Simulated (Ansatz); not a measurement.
Write the native input for Ansatz 0.2.0 that does the following.

```
Task                : single point
Functional          : PBEsol
Potentials or basis : all-electron LAPW, scalar-relativistic
Cutoff              : 208 eV (chosen from the basis error)
Basis error allowed : 0.001 eV/atom
k mesh              : 9 × 9 × 9
Occupations         : fermi-dirac, width 0.05 eV
Spin                : no spin polarisation
```

Crystal: Sn.

```
Sn
1.0
    -2.94014    2.94014    1.59930
     2.94014   -2.94014    1.59930
     2.94014    2.94014   -1.59930
Sn
2
Cartesian
  0.0000 0.0000 0.0000
  0.0000 2.9401 0.7997
```

The input as run:

input.yaml

```yaml
crystal:
  lattice:
    - [-2.9401404553, 2.9401404553, 1.5993019889]
    - [2.9401404553, -2.9401404553, 1.5993019889]
    - [2.9401404553, 2.9401404553, -1.5993019889]
  atoms:
    - { symbol: Sn, position: [0.0, 0.0, 0.0] }
    - { symbol: Sn, position: [0.75, 0.25, 0.5] }
kpoints:
  mp_grid: { grid: [9, 9, 9] }
scf:
  occupations: { method: fermi_dirac, width: 0.05 }
hamiltonian:
  xc: pbesol
  pseudopotentials: { kind: all_electron, lapw: { basis_error: 0.001 } }
output:
  forces: true
  stress: true
  eigenvalues: true
  populations: true
```

Potentials or basis: all-electron LAPW, scalar-relativistic.

Launch:

```console
$ ansatz run input.yaml --threads 1 --pin off --max-ram 3072MiB --backend cpu --events-out ev --progress --plain --runs-dir out
```

It gave:

```json
{"Pressure": "-1.4 GPa", "Band gap on the k mesh": "none (metal or under the smearing width)"}
```

It took 16 s on 1 thread of Arm Neoverse V2 (shared host), peak memory 0.36 GiB.
